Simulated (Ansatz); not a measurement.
## CdTe and its competing phases

These are results of DFT PBE, scalar-relativistic, plane waves, PAW in Ansatz, not measurements. Settings: cutoff 420 eV, Γ-centred meshes spaced at most about 0.3 Å⁻¹ (2π included), Gaussian smearing. No spin polarisation.

Energies over the elements count from the elements' standard structures at the same level, with no fitted energy shifts.

These are static total energies at zero pressure. No dispersion correction is applied, so the spacing and binding between layers, chains or molecules are poorly described (P4/nmm), and this can change margins and order among such cells. Spin–orbit coupling, which can matter for Te, is left out. The reference form of Te is held partly by dispersion forces, which this level lacks.

The competitors are the elements and 1 reference phase of this chemical system (from databases or known types: CdTe), relaxed at the same level; other known phases may be missing.

The candidate was reached from: ordered vacancies on the cation sites of antifluorite.

```cif
data_structure
_symmetry_space_group_name_H-M 'P4/nmm:1'
_symmetry_Int_Tables_number 129
_cell_length_a 4.7023
_cell_length_b 4.7023
_cell_length_c 6.4934
_cell_angle_alpha 90.000
_cell_angle_beta 90.000
_cell_angle_gamma 90.000
_cell_volume 143.58
loop_
_atom_site_label
_atom_site_type_symbol
_atom_site_symmetry_multiplicity
_atom_site_Wyckoff_symbol
_atom_site_fract_x
_atom_site_fract_y
_atom_site_fract_z
_atom_site_occupancy
Cd1 Cd 2 a 0.00000 0.00000 0.00000 1
Te1 Te 2 c 0.50000 0.00000 0.73053 1
```

**Question.** Is it stable, and against what?

**Answer.** Not the lowest form: another structure of the same formula lies lower. Its formation energy is -0.339 eV/atom. The lowest competing phase at this composition is this:

| phase | space group | source | share of atoms | ΔE_f (eV/atom) |
| --- | --- | --- | --- | --- |
| CdTe | F-43m (No. 216) | COD | 1.0000 | -0.464 |

The candidate lies 125 meV/atom above this phase (126 meV/atom from unrounded values). The candidate matches no cell in the subsets of the Crystallography Open Database and the Materials Project at hand. It is metastable at best. Checks: phonons real on a 2×2×1 q mesh, imaginary between its points (to 9i cm⁻¹, which can come from the interpolation). It has the anti-litharge type.
